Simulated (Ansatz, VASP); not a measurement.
# TaN: VASP beside Ansatz

```
CELL_PARAMETERS angstrom
0.00000 2.15721 2.17900
2.15721 0.00000 2.17900
2.15721 2.15721 0.00000
ATOMIC_POSITIONS crystal
Ta 0.50000 0.50000 0.50000
N 0.00000 0.00000 0.00000
```

Change from the starting cell: equal xx and yy strain of -1 %.

Alike in both runs: task single point; functional PBEsol; k mesh 9 × 9 × 9; occupations fermi-dirac, width 0.02 eV; no spin polarisation.

```csv
,VASP,Ansatz
version,VASP 6.6.1,Ansatz 0.2.0
potentials or method,"VASP PAW PBE potentials, release 64 (Ta_pv, N), cutoff 520 eV","all-electron LAPW, scalar-relativistic"
```

|  | VASP | Ansatz | Ansatz less VASP |
| --- | --- | --- | --- |
| pressure (GPa) | 13.5 | 12.2 | -1.31 |
| largest component of the traceless stress (GPa) | 5.98 | 5.92 | -0.067 |

Ansatz ran all-electron here, so the differences hold the error of VASP's frozen core and of both bases.

Caveats: the PAW data sets were made with another functional, which shifts forces and pressure a little (VASP). Spin-orbit coupling is left out, which matters for the levels of Ta.
